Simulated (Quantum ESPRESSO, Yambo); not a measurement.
# PbSe (Clausthalite): G0W0 in Yambo against the screening cutoff

How does the gap of PbSe (Clausthalite) converge in the screening cutoff?

Program: Yambo 5.3.0. Level of theory: PBE and many-body steps on it, plane waves. Results are calculated unless marked as measured.

## (1) Starting point

The structure is cubic, space group Fm-3m (No. 225). Conventional cell: a = 6.121 Å, b = 6.121 Å, c = 6.121 Å, α = 90.00°, β = 90.00°, γ = 90.00°. Pb has 6 Se at 3.06 Å nearest. Nearest to Se lie 6 Pb at 3.06 Å. Farther neighbours and most contacts between anions are not listed.

Coordinates:

```cif
data_structure
_symmetry_space_group_name_H-M 'P 1'
_symmetry_Int_Tables_number 1
_cell_length_a 4.3284
_cell_length_b 4.3284
_cell_length_c 4.3284
_cell_angle_alpha 60.000
_cell_angle_beta 60.000
_cell_angle_gamma 60.000
_cell_volume 57.34
loop_
_atom_site_label
_atom_site_type_symbol
_atom_site_fract_x
_atom_site_fract_y
_atom_site_fract_z
_atom_site_occupancy
Pb1 Pb 0.00000 0.00000 0.00000 1
Se2 Se 0.50000 0.50000 0.50000 1
```

The cell and positions come from the Crystallography Open Database and are kept as given unless a step says otherwise. Spin-orbit coupling is left out unless a step names it.

## (2) 2.25 Ha

This step: Yambo 5.3.0; G0W0 on PBE, plane waves, norm-conserving pseudopotentials.

G0W0 replaces the xc potential by the self-energy, built once from these orbitals. Only a window of levels is corrected, while the sums run over the empty bands that the input names.

gw7.in reads:

```
HF_and_locXC
gw0
dyson
ppa
em1d
rim_cut
RandQpts= 1000000
RandGvec= 1 RL
EXXRLvcs= 104 Ry
VXCRLvcs= 416 Ry
Chimod= "HARTREE"
% BndsRnXp
 1 | 83 |
%
NGsBlkXp= 4.5 Ry
% LongDrXp
 1 | 1 | 1 |
%
% GbndRnge
 1 | 83 |
%
DysSolver= "n"
ExtendOut
PPAPntXp= 27.21138 eV
% QPkrange
 3 | 3 | 22 | 25 |
 1 | 1 | 22 | 25 |
%
```

On the command line:

```bash
OMP_NUM_THREADS=1 mpirun -n 8 yambo -F gw7.in -J gw7 -C gw7 > gw7.log
```

Output:

```text
 Yambo, version 5.3.0

 [02] CORE Variables Setup
 =========================

  [... cell, symmetries and grids as in the set-up ...]

  [02.05] Energies & Occupations
  ==============================

  [X] === General ===
  [X] Electronic Temperature                        :  0.000000  0.000000 [eV K]
  [X] Bosonic    Temperature                        :  0.000000  0.000000 [eV K]
  [X] Finite Temperature mode                       : no
  [X] El. density                                   :  0.80221E+24 [cm-3]
  [X] Fermi Level                                   :  10.89615 [eV]

  [X] === Gaps and Widths ===
  [X] Conduction Band Min                           :  0.297510 [eV]
  [X] Valence Band Max                              :  0.000000 [eV]
  [X] Filled Bands                                  :  23
  [X] Empty Bands                                   :   24  262
  [X] Direct Gap                                    :  0.297510 [eV]
  [X] Direct Gap localized at k                     :  3
  [X] Indirect Gap                                  :  0.297510 [eV]
  [X] Indirect Gap between kpts                     :  3  3
  [X] Last valence band width                       :  3.231584 [eV]
  [X] 1st conduction band width                     :  4.417137 [eV]

 [03] Transferred momenta grid and indexing
 ==========================================

 IBZ Q-points                                      :   8
 BZ  Q-points                                      :   64

 K/Q-points units:
 rlu = crystal or reduced units; cc = cartesian coordinates; iku = interal k-units

 Q [1]          [rlu]:  0.000000  0.000000  0.000000
 Q [2]          [rlu]: -0.51579E-17 -0.51579E-17  0.25000
 Q [3]          [rlu]:  0.10316E-16  0.10316E-16 -0.50000
 Q [4]          [rlu]: -0.93036E-17  0.25000      0.25000
 Q [5]          [rlu]: -0.73639E-17  0.25000      0.50000
 Q [6]          [rlu]:  0.10316E-16  0.25000     -0.25000
 Q [7]          [rlu]:  0.18607E-16 -0.50000     -0.50000
 Q [8]          [rlu]:  0.250000 -0.500000 -0.250000

 [04] Coloumb potential Random Integration (RIM)
 ===============================================

  [04.01] RIM initialization
  ==========================

  * Diagonal components only detected *

  8 x (sBL volume)        :  0.080128 [a.u.]
  sBZ random points       :  1000000
  Points outside the sBZ  :   7987327
  RL volume               :  0.641021 [a.u.]
  Integrated volume       :  0.642038 [a.u.]

  [04.02] RIM integrals
  =====================

  Gamma point sphere radius             :  0.078201 [a.u.]
  Points outside the sphere             :   799513
  [Int_sBZ(q=0) 1/q^2]*(Vol_sBZ)^(-1/3) =:  7.764325
                                 should be <:  7.795600

  Summary of Coulomb integrals for non-metallic bands |Q|[au] RIM/Bare

  Q [1] 0.100000E-4 0.995988 * Q [2] 0.235200 1.066317
  Q [4] 0.271586 1.064767 * Q [6] 0.384081 1.027506
  Q [5] 0.450374 1.020475 * Q [3] 0.470401 1.018268
  Q [7] 0.543172 1.014976 * Q [8] 0.607285 1.011850

 [WARNING] [Xp] User bands 1-83 break level degeneracy

 [05] Dipoles
 ============

  [05.01] Setup: observables and procedures
  =========================================

 [06] Dynamic Dielectric Matrix (PPA)
 ====================================

 [SLK-Inversion]  Pools        :  2
 [SLK-Inversion]  BLACS grid   :  2  2

 [WR./gw7//ndb.pp]---------------------------------------------------------------
  Brillouin Zone Q/K grids (IBZ/BZ)                :    8   64    8   64
  RL vectors                                       :   8099 [WF]
  Coulomb cutoff potential                         : none
  Electronic Temperature                           :  0.000000 [K]
  Bosonic    Temperature                           :  0.000000 [K]
  PPA    diel. fun.  energies                      : Perdew, Burke & Ernzerhof(X)+Perdew, Burke & Ernzerhof(C)
  wavefunctions                                    : Perdew, Burke & Ernzerhof(X)+Perdew, Burke & Ernzerhof(C)
  Global Gauge                                     : length
  X matrix size                                    :   65
  X band range                                     :    1   83
  X e/h energy range                               : -1.000000 -1.000000 [eV]
  X Time ordering                                  : R
  X Hxc Kernel                                     : HARTREE
  X Drude frequency                                :  0.000000  0.000000
  X poles                                          :  100.0000 [o/o]
  RL vectors in the sum                            :   8099
  [r,Vnl] included                                 : yes
  Field direction                                  :  0.577350E-5  0.577350E-5  0.577350E-5
  BZ energy Double Grid                            : no
  BZ energy DbGd points                            : 0
  BZ Q point size factor                           : -1.000000
  X Optical Averaged directions                    : none

 [07] Local Exchange-Correlation + Non-Local Fock
 ================================================

 [VXC] Plane waves :   55369
 [EXS] Plane waves :   6975

 QP @ state[ 1 ] K range:  1  1
 QP @ state[ 1 ] b range:  22  25
 QP @ state[ 2 ] K range:  3  3
 QP @ state[ 2 ] b range:  22  25

 [xc] Functional : Perdew, Burke & Ernzerhof(X)+Perdew, Burke & Ernzerhof(C)
 [xc] LIBXC used to calculate xc functional
  PP Number of Atomic Species                      :  2
  NLCC RL compoments                               :   55369
  PP Number of Atomic Species                      :  2
  NLCC RL compoments                               :   55369

 [xc] E_xc :  -41.15684 [Ha]
      E_xc :  -82.31367 [Ry]

  Local XC kind (lXC) : Perdew, Burke & Ernzerhof(X)+Perdew, Burke & Ernzerhof(C)
  Non-Local XC kind (nlXC) : Hartree-Fock

  Corrections @ K [1] :  [eV]
 <22|nlXC|22> = -15.88434  0.78753E-17 <22|lXC|22> = -13.40212  0.000000
 <23|nlXC|23> = -15.88438  0.11708E-16 <23|lXC|23> = -13.40212  0.000000
 <24|nlXC|24> = -7.263858  0.67002E-18 <24|lXC|24> = -12.07267  0.000000
 <25|nlXC|25> = -7.263474  0.11391E-17 <25|lXC|25> = -12.07267  0.000000

  Corrections @ K [3] :  [eV]
 <22|nlXC|22> = -16.19036  0.16958E-17 <22|lXC|22> = -13.87785  0.000000
 <23|nlXC|23> = -15.40142 -0.14111E-16 <23|lXC|23> = -14.43830  0.14751E-15
 <24|nlXC|24> = -7.331750 -0.11676E-18 <24|lXC|24> = -10.42884  0.18882E-15
 <25|nlXC|25> = -7.404053  0.21464E-17 <25|lXC|25> = -10.87734  0.000000

 [08] Dyson equation: Newton solver
 ==================================

  [08.01] G0W0 (W PPA)
  ====================

  [  GW  ] Bands range     :    1   83
  [GW/PPA] G damping       :  0.100000 [eV]

  QP @ state[ 1 ] K range:  1  1
  QP @ state[ 1 ] b range:  22  25
  QP @ state[ 2 ] K range:  3  3
  QP @ state[ 2 ] b range:  22  25

   Sc/G bands                                       :    1   83
   Sc/G damping                                     :  0.100000 ev
   Sc bands terminator                              : no
   Sx RL components                                 :   6975

   QP @ state[ 1 ] K range                          :  1  1
   QP @ state[ 1 ] b range                          :  22  25
   QP @ state[ 2 ] K range                          :  3  3
   QP @ state[ 2 ] b range                          :  22  25
   GF energies kind                                 : Perdew, Burke & Ernzerhof(X)+Perdew, Burke & Ernzerhof(C)
   GF WF`s kind                                     : Perdew, Burke & Ernzerhof(X)+Perdew, Burke & Ernzerhof(C)
   Xs energies kind                                 : Perdew, Burke & Ernzerhof(X)+Perdew, Burke & Ernzerhof(C)
   Xs WF`s kind                                     : Perdew, Burke & Ernzerhof(X)+Perdew, Burke & Ernzerhof(C)

 [11] Game Over & Game summary
```

It took 1.9 min on 8 MPI ranks of AMD EPYC 7R43, shared host; peak memory 4.8 GiB; 14 min of CPU time.

This step gave:

| Quantity | Value |
| --- | --- |
| G0W0 gap on the points computed | 0.1859 eV |
| starting gap on the mesh | 0.2975 eV |
| k of the valence top | 0, 0, -0.5 |
| k of the conduction bottom | 0, 0, -0.5 |
| least direct G0W0 gap on the computed points | 0.1859 eV |
| Z at the valence top | 0.7987 |
| Z at the conduction bottom | 0.8105 |

The gap on the mesh goes from 0.30 eV to 0.19 eV, a correction of −0.11 eV.

## (3) 3.5 Ha

gw8.in, as its differences from gw7.in of step 2:

```diff
@@ -14,3 +14,3 @@
 %
-NGsBlkXp= 4.5 Ry
+NGsBlkXp= 7 Ry
 % LongDrXp
```

On the command line:

```bash
OMP_NUM_THREADS=1 mpirun -n 8 yambo -F gw8.in -J gw8 -C gw8 > gw8.log
```

Output:

```text
 Yambo, version 5.3.0

 [02] CORE Variables Setup
 =========================

  [... cell, symmetries and grids as in the set-up ...]

  [02.05] Energies & Occupations
  ==============================

  [X] === General ===
  [X] Electronic Temperature                        :  0.000000  0.000000 [eV K]
  [X] Bosonic    Temperature                        :  0.000000  0.000000 [eV K]
  [X] Finite Temperature mode                       : no
  [X] El. density                                   :  0.80221E+24 [cm-3]
  [X] Fermi Level                                   :  10.89615 [eV]

  [X] === Gaps and Widths ===
  [X] Conduction Band Min                           :  0.297510 [eV]
  [X] Valence Band Max                              :  0.000000 [eV]
  [X] Filled Bands                                  :  23
  [X] Empty Bands                                   :   24  262
  [X] Direct Gap                                    :  0.297510 [eV]
  [X] Direct Gap localized at k                     :  3
  [X] Indirect Gap                                  :  0.297510 [eV]
  [X] Indirect Gap between kpts                     :  3  3
  [X] Last valence band width                       :  3.231584 [eV]
  [X] 1st conduction band width                     :  4.417137 [eV]

 [03] Transferred momenta grid and indexing
 ==========================================

 IBZ Q-points                                      :   8
 BZ  Q-points                                      :   64

 K/Q-points units:
 rlu = crystal or reduced units; cc = cartesian coordinates; iku = interal k-units

 Q [1]          [rlu]:  0.000000  0.000000  0.000000
 Q [2]          [rlu]: -0.51579E-17 -0.51579E-17  0.25000
 Q [3]          [rlu]:  0.10316E-16  0.10316E-16 -0.50000
[...]
NLCC RL compoments                               :   55369
  PP Number of Atomic Species                      :  2
  NLCC RL compoments                               :   55369

 [xc] E_xc :  -41.15684 [Ha]
      E_xc :  -82.31367 [Ry]

  Local XC kind (lXC) : Perdew, Burke & Ernzerhof(X)+Perdew, Burke & Ernzerhof(C)
  Non-Local XC kind (nlXC) : Hartree-Fock

  Corrections @ K [1] :  [eV]
 <22|nlXC|22> = -15.88434  0.78753E-17 <22|lXC|22> = -13.40212  0.000000
 <23|nlXC|23> = -15.88438  0.11708E-16 <23|lXC|23> = -13.40212  0.000000
 <24|nlXC|24> = -7.263858  0.67002E-18 <24|lXC|24> = -12.07267  0.000000
[...]
Corrections @ K [3] :  [eV]
[...]
<24|nlXC|24> = -7.331750 -0.11676E-18 <24|lXC|24> = -10.42884  0.18882E-15
 <25|nlXC|25> = -7.404053  0.21464E-17 <25|lXC|25> = -10.87734  0.000000

 [08] Dyson equation: Newton solver
 ==================================

  [08.01] G0W0 (W PPA)
  ====================

  [  GW  ] Bands range     :    1   83
  [GW/PPA] G damping       :  0.100000 [eV]

  QP @ state[ 1 ] K range:  1  1
  QP @ state[ 1 ] b range:  22  25
  QP @ state[ 2 ] K range:  3  3
  QP @ state[ 2 ] b range:  22  25

   Sc/G bands                                       :    1   83
   Sc/G damping                                     :  0.100000 ev
   Sc bands terminator                              : no
   Sx RL components                                 :   6975

   QP @ state[ 1 ] K range                          :  1  1
   QP @ state[ 1 ] b range                          :  22  25
   QP @ state[ 2 ] K range                          :  3  3
   QP @ state[ 2 ] b range                          :  22  25
   GF energies kind                                 : Perdew, Burke & Ernzerhof(X)+Perdew, Burke & Ernzerhof(C)
   GF WF`s kind                                     : Perdew, Burke & Ernzerhof(X)+Perdew, Burke & Ernzerhof(C)
   Xs energies kind                                 : Perdew, Burke & Ernzerhof(X)+Perdew, Burke & Ernzerhof(C)
   Xs WF`s kind                                     : Perdew, Burke & Ernzerhof(X)+Perdew, Burke & Ernzerhof(C)

 [11] Game Over & Game summary
```

Run time: 1.8 min. Hardware: 8 MPI ranks; peak memory 4.8 GiB.

Numbers from this step:

- G0W0 gap on the points computed: 0.2544 eV
- starting gap on the mesh: 0.2975 eV
- k of the valence top: 0, 0, -0.5
- k of the conduction bottom: 0, 0, -0.5
- least direct G0W0 gap on the computed points: 0.2544 eV
- Z at the valence top: 0.7964
- Z at the conduction bottom: 0.8100

Against the run before, the gap moves by +0.068 eV.

## (4) 7.25 Ha

gw9.in, as its differences from gw8.in of step 3:

```diff
@@ -14,3 +14,3 @@
 %
-NGsBlkXp= 7 Ry
+NGsBlkXp= 14.5 Ry
 % LongDrXp
```

On the command line:

```bash
OMP_NUM_THREADS=1 mpirun -n 8 yambo -F gw9.in -J gw9 -C gw9 > gw9.log
```

Output:

```text
 Yambo, version 5.3.0

 [02] CORE Variables Setup
 =========================

  [... cell, symmetries and grids as in the set-up ...]

  [02.05] Energies & Occupations
  ==============================

  [X] === General ===
  [X] Electronic Temperature                        :  0.000000  0.000000 [eV K]
  [X] Bosonic    Temperature                        :  0.000000  0.000000 [eV K]
  [X] Finite Temperature mode                       : no
  [X] El. density                                   :  0.80221E+24 [cm-3]
[...]
QP @ state[ 1 ] b range                          :  22  25
   QP @ state[ 2 ] K range                          :  3  3
   QP @ state[ 2 ] b range                          :  22  25
   GF energies kind                                 : Perdew, Burke & Ernzerhof(X)+Perdew, Burke & Ernzerhof(C)
   GF WF`s kind                                     : Perdew, Burke & Ernzerhof(X)+Perdew, Burke & Ernzerhof(C)
   Xs energies kind                                 : Perdew, Burke & Ernzerhof(X)+Perdew, Burke & Ernzerhof(C)
   Xs WF`s kind                                     : Perdew, Burke & Ernzerhof(X)+Perdew, Burke & Ernzerhof(C)

 [11] Game Over & Game summary
```

Run time: 2.5 min. Hardware: 8 MPI ranks; peak memory 4.8 GiB; 20 min of CPU time.

This step gave:

* G0W0 gap on the points computed: 0.2804 eV
* starting gap on the mesh: 0.2975 eV
* k of the valence top: 0, 0, -0.5
* k of the conduction bottom: 0, 0, -0.5
* least direct G0W0 gap on the computed points: 0.2804 eV

Against the run before, the gap moves by +0.026 eV.

## (5) 9 Ha

gw10.in, as its differences from gw9.in of step 4:

```diff
@@ -14,3 +14,3 @@
 %
-NGsBlkXp= 14.5 Ry
+NGsBlkXp= 18 Ry
 % LongDrXp
```

On the command line:

```bash
OMP_NUM_THREADS=1 mpirun -n 8 yambo -F gw10.in -J gw10 -C gw10 > gw10.log
```

Output:

```text
 Yambo, version 5.3.0

 [02] CORE Variables Setup
 =========================

  [... cell, symmetries and grids as in the set-up ...]

  [02.05] Energies & Occupations
  ==============================

  [X] === General ===
  [X] Electronic Temperature                        :  0.000000  0.000000 [eV K]
  [X] Bosonic    Temperature                        :  0.000000  0.000000 [eV K]
  [X] Finite Temperature mode                       : no
  [X] El. density                                   :  0.80221E+24 [cm-3]
[...]
QP @ state[ 1 ] b range                          :  22  25
   QP @ state[ 2 ] K range                          :  3  3
   QP @ state[ 2 ] b range                          :  22  25
   GF energies kind                                 : Perdew, Burke & Ernzerhof(X)+Perdew, Burke & Ernzerhof(C)
   GF WF`s kind                                     : Perdew, Burke & Ernzerhof(X)+Perdew, Burke & Ernzerhof(C)
   Xs energies kind                                 : Perdew, Burke & Ernzerhof(X)+Perdew, Burke & Ernzerhof(C)
   Xs WF`s kind                                     : Perdew, Burke & Ernzerhof(X)+Perdew, Burke & Ernzerhof(C)

 [11] Game Over & Game summary
```

It took 3.6 min on 8 MPI ranks; peak memory 4.9 GiB; 29 min of CPU time.

Numbers from this step:

| Quantity | Value |
| --- | --- |
| G0W0 gap on the points computed | 0.2799 eV |
| starting gap on the mesh | 0.2975 eV |
| k of the valence top | 0, 0, -0.5 |
| k of the conduction bottom | 0, 0, -0.5 |
| least direct G0W0 gap on the computed points | 0.2799 eV |

Against the run before, the gap moves by −0.0005 eV.

## (6) 11.25 Ha

gw11.in, as its differences from gw10.in of step 5:

```diff
@@ -14,3 +14,3 @@
 %
-NGsBlkXp= 18 Ry
+NGsBlkXp= 22.5 Ry
 % LongDrXp
```

On the command line:

```bash
OMP_NUM_THREADS=1 mpirun -n 8 yambo -F gw11.in -J gw11 -C gw11 > gw11.log
```

Output:

```text
 Yambo, version 5.3.0

 [02] CORE Variables Setup
 =========================

  [... cell, symmetries and grids as in the set-up ...]

  [02.05] Energies & Occupations
  ==============================

  [X] === General ===
  [X] Electronic Temperature                        :  0.000000  0.000000 [eV K]
  [X] Bosonic    Temperature                        :  0.000000  0.000000 [eV K]
  [X] Finite Temperature mode                       : no
  [X] El. density                                   :  0.80221E+24 [cm-3]
[...]
QP @ state[ 1 ] b range                          :  22  25
   QP @ state[ 2 ] K range                          :  3  3
   QP @ state[ 2 ] b range                          :  22  25
   GF energies kind                                 : Perdew, Burke & Ernzerhof(X)+Perdew, Burke & Ernzerhof(C)
   GF WF`s kind                                     : Perdew, Burke & Ernzerhof(X)+Perdew, Burke & Ernzerhof(C)
   Xs energies kind                                 : Perdew, Burke & Ernzerhof(X)+Perdew, Burke & Ernzerhof(C)
   Xs WF`s kind                                     : Perdew, Burke & Ernzerhof(X)+Perdew, Burke & Ernzerhof(C)

 [11] Game Over & Game summary
```

Elapsed: 4.7 min, on 8 MPI ranks; peak memory 5 GiB.

Numbers from this step:

```yaml
g0w0_gap_on_the_points_computed: 0.2794 eV
starting_gap_on_the_mesh: 0.2975 eV
k_of_the_valence_top: 0, 0, -0.5
k_of_the_conduction_bottom: 0, 0, -0.5
least_direct_g0w0_gap_on_the_computed_points: 0.2794 eV
```

Against the run before, the gap moves by −0.001 eV.

## (7) Side by side

Times are wall times on 8 MPI ranks of AMD EPYC 7R43, shared host, good to a factor of about two.

```tsv
run	mesh	bands	screening cutoff (eV)	DFT gap (eV)	gap on the mesh (eV)	direct (eV)	time
2.25 Ha	4×4×4	83	61.2	0.298	0.186	0.186	1.9 min
3.5 Ha	4×4×4	83	95.2	0.298	0.254	0.254	1.8 min
7.25 Ha	4×4×4	83	197.3	0.298	0.280	0.280	2.5 min
9 Ha	4×4×4	83	244.9	0.298	0.280	0.280	3.6 min
11.25 Ha	4×4×4	83	306.1	0.298	0.279	0.279	4.7 min
```

## (8) Summary of results

```yaml
2p25_ha: 0.186 eV
3p5_ha: 0.254 eV
7p25_ha: 0.280 eV
9_ha: 0.280 eV
11p25_ha: 0.279 eV
known_limits: not at the basis limit; model gap, bands may invert with spin-orbit coupling; no spin-orbit coupling; coarse k mesh
```

What this shows: The setting moved: screening cutoff. From 2.25 Ha to 11.25 Ha the gap moves by +0.09 eV, for 2.5 times the time. It holds to 0.03 eV from 3.5 Ha on. Bands and screening cutoff are coupled, so a series along one setting does not show full convergence. Bands and cutoff are finite, so the gap is not at the basis limit. The miss can reach some tenths of an eV and take either sign; the mesh is an error of its own. In the G0W0 runs levels were corrected at 2 k points alone, so a gap called «on the mesh» is the least over those, and an edge elsewhere would be missed. The 4×4×4 mesh is coarse for this cell, which bears on the long-range parts of exchange and screening. Where an edge is built on 6p states of lead, bismuth or thallium, scalar-relativistic gaps usually stand too wide, by a few tenths to over one eV. With atoms this heavy and so narrow a gap, spin-orbit coupling can invert the bands. These scalar-relativistic gaps are then model values, not to be set against experiment, and a spin-orbit change taken from DFT can't simply be added.

[Paths, hosts, dates, memory and timing lines, banners, echoed tables and standing remarks are left out of the program output.]

[Logs are printed without paths, hosts, clocks, repeated set-up lines and the standing remarks that a program may print on its own settings, such as how far it seeks lower states.]

[Runs of the session that timed out or met a known fault of the program may be left out.]

[Hosts, paths, dates, database ids (printed as entryN), source tags and the programs' standing remarks are cut or masked in the printed files.]
